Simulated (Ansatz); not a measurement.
The system is CdS (Hawleyite).

```
Cd S
1.0
     0.00000    2.91650    2.91650
     2.91650    0.00000    2.91650
     2.91650    2.91650    0.00000
Cd S
1 1
Direct
  0.00000 0.00000 0.00000
  0.75000 0.75000 0.75000
```

Base run:

- Program: Ansatz 0.2.0
- Functional: RPBE
- Potentials or basis: Ansatz PAW
- Cutoff: 420 eV (not typed: the program's choice for these potentials)
- k mesh: 8 × 8 × 8
- Occupations: fermi-dirac, width 0.05 eV
- Spin: no spin polarisation

Its results: band gap on the k mesh 1.33 eV, direct; pressure 5.1 GPa.

**Question.** The run is repeated on the same cell with these changes: functional from RPBE to revPBE. What comes out?

**Answer.** Band gap on the k mesh 1.28 eV, direct; pressure 4.5 GPa.

Caveats: the PAW data sets come from PBE, with cores solved anew for the run's functional, which leaves a small shift of forces and pressure.
